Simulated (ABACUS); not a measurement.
A run of ABACUS 3.10.1 is set up as follows.

The input run_abacus.py:

```python
"""ABACUS run from a structure file: ASE reads it, the script writes STRU, KPT and INPUT."""
import re
import subprocess
import spglib
from ase import Atoms
from ase.io import read
from ase.units import Bohr

atoms = read("Si.cif")
cell, frac, numbers = spglib.standardize_cell((atoms.cell[:], atoms.get_scaled_positions(), atoms.numbers), to_primitive=True, symprec=1e-4)
atoms = Atoms(numbers=numbers, cell=cell, scaled_positions=frac, pbc=True)  # the primitive cell
atoms = atoms[(-atoms.numbers).argsort(kind="stable")]  # ABACUS lists atoms element by element
pseudo = {'Si': 'Si.upf'}
orbital = {}
magmoms = None
kmesh = [8, 8, 8]
params = {
    'suffix': 'Si',
    'calculation': 'cell-relax',
    'basis_type': 'pw',
    'pseudo_dir': './',
    'symmetry': 1,
    'dft_functional': 'pbe',
    'ecutwfc': 36,
    'pseudo_rcut': 7,
    'nspin': 1,
    'nbands': 6,
    'ks_solver': 'dav',
    'smearing_method': 'fd',
    'smearing_sigma': 0.00367493,
    'scf_thr': 1e-08,
    'scf_nmax': 100,
    'mixing_type': 'broyden',
    'mixing_beta': 0.7,
    'cal_force': 1,
    'cal_stress': 1,
    'relax_nmax': 60,
    'force_thr_ev': 0.02,
    'relax_method': 'cg',
    'out_stru': 1,
    'stress_thr': 0.2,
    'fixed_axes': 'volume',
    'press1': 50,
    'press2': 50,
    'press3': 50,
    'kpar': 4,
}

symbols = atoms.get_chemical_symbols()
elements = list(dict.fromkeys(symbols))
lines = ["ATOMIC_SPECIES"] + [f"{e} {atoms.get_masses()[symbols.index(e)]:.4f} {pseudo[e]}" for e in elements]
if orbital:
    lines += ["", "NUMERICAL_ORBITAL"] + [orbital[e] for e in elements]
lines += ["", "LATTICE_CONSTANT", f"{1 / Bohr:.10f}", "", "LATTICE_VECTORS"]
lines += [" ".join(f"{x:.10f}" for x in v) for v in atoms.cell]
lines += ["", "ATOMIC_POSITIONS", "Direct"]
for e in elements:
    lines += ["", e, "0.0", str(symbols.count(e))]
    for i, p in enumerate(atoms.get_scaled_positions(wrap=False)):
        if symbols[i] == e:
            mag = "" if magmoms is None else " mag " + " ".join(str(x) for x in (magmoms[i] if isinstance(magmoms[i], list) else [magmoms[i]]))
            lines.append(" ".join(f"{x:.10f}" for x in p) + " 1 1 1" + mag)
open("STRU", "w").write("\n".join(lines) + "\n")
open("KPT", "w").write("K_POINTS\n0\nGamma\n%d %d %d 0 0 0\n" % tuple(kmesh))
open("INPUT", "w").write("INPUT_PARAMETERS\n" + "".join(f"{k:<20s}{v}\n" for k, v in params.items()))

done = subprocess.run(['mpirun', '-np', '4', 'abacus'])
if done.returncode:
    raise SystemExit(done.returncode)
log = open("OUT.Si/running_cell-relax.log").read()
print("final energy (eV):", re.findall(r"FINAL_ETOT_IS (\S+)", log))
```

Contents of Si.cif:

```cif
data_Si
_cell_length_a 2.62054281
_cell_length_b 2.62054281
_cell_length_c 2.46635439
_cell_angle_alpha 90.00000000
_cell_angle_beta 90.00000000
_cell_angle_gamma 120.00000000
_space_group_name_H-M_alt 'P6/mmm'
_space_group_name_Hall '-P 6 2'
_space_group_IT_number 191
loop_
_space_group_symop_operation_xyz
'x,y,z'
'-x,-y,-z'
'x-y,x,z'
'-x+y,-x,-z'
'-y,x-y,z'
'y,-x+y,-z'
'-x,-y,z'
'x,y,-z'
'-x+y,-x,z'
'x-y,x,-z'
'y,-x+y,z'
'-y,x-y,-z'
'-y,-x,-z'
'y,x,z'
'-x,-x+y,-z'
'x,x-y,z'
'-x+y,y,-z'
'x-y,-y,z'
'y,x,-z'
'-y,-x,z'
'x,x-y,-z'
'-x,-x+y,z'
'x-y,-y,-z'
'-x+y,y,z'
loop_
_atom_site_label
_atom_site_type_symbol
_atom_site_symmetry_multiplicity
_atom_site_Wyckoff_symbol
_atom_site_fract_x
_atom_site_fract_y
_atom_site_fract_z
_atom_site_occupancy
Si1 Si 1 a 0.0000000000 0.0000000000 0.0000000000 1
```

Potentials or basis: PseudoDojo NC SR 0.4.1 PBE standard, plane waves.

Run with:

```sh
$ OMP_NUM_THREADS=1 python run_abacus.py > log
```

Task: Estimate the band gap on the k mesh.

Result: None (metal or under the smearing width).

The path:
| step | energy change (eV) | largest force (eV/Å) | pressure (GPa) | volume (Å³) |
| --- | --- | --- | --- | --- |
| 1 | 0.0000 | 0.0000 | 3.42 | 14.67 |
| 2 | -0.0046 | 0.0000 | 3.62 | 14.67 |
| 3 | -0.0050 | 0.0000 | 3.60 | 14.67 |
| 4 | -0.0050 | 0.0000 | 3.59 | 14.67 |
| 5 | -0.0050 | 0.0000 | 3.60 | 14.67 |

Caveat: the volume was held while the shape relaxed.
